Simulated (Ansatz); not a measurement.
TiAl2: do energies and stresses tell the same story?

These are results of DFT PBEsol, scalar-relativistic, plane waves, PAW in Ansatz, not measurements.

Settings: cutoff 420 eV, Γ-centred mesh 10×10×10 on the computed 6-atom cell, Gaussian smearing of 0.10 eV; no spin polarisation.

Relaxed cell: Cmmm, a = 3.901 Å, b = 12.053 Å, c = 3.972 Å, α = 90.00°, β = 90.00°, γ = 90.00°, 6 atoms in the primitive cell. Whether it is the stable form of this composition wasn't checked.

Energies at zero smearing and pressures from the stress tensor, at volumes with shape and atoms relaxed:
```tsv
V (Å³/atom)	E − E(first) (meV/atom)	P (GPa)
13.695	0.00	18.89
14.162	-46.30	13.05
14.629	-76.82	8.03
15.096	-93.75	3.71
15.563	-99.01	0.00
16.030	-94.22	-3.19
16.497	-80.80	-5.94
17.119	-51.54	-9.01
```

Question: Check P = −dE/dV between neighbouring volumes, and get the bulk modulus from the pressures alone.

Answer: With 1 eV/Å³ = 160.2 GPa:
```csv
middle V (Å³/atom),−ΔE/ΔV (GPa),mean P (GPa)
13.929,15.889,15.971
14.396,10.471,10.539
14.863,5.812,5.870
15.330,1.804,1.856
15.796,-1.642,-1.597
16.263,-4.607,-4.567
16.808,-7.530,-7.472
```

The two differ by 0.08 GPa at most. The mean of two end pressures misses the average over a step by about ΔV² P″/12, up to 0.07 GPa here; with that taken off 0.01 GPa remains. Around V = 15.563 Å³/atom, the two neighbours give B = −V ΔP/ΔV = 15.563 × 6.91 / 0.934 = 115.1 GPa, against B0 = 114.5 GPa from the Birch–Murnaghan fit of the energies.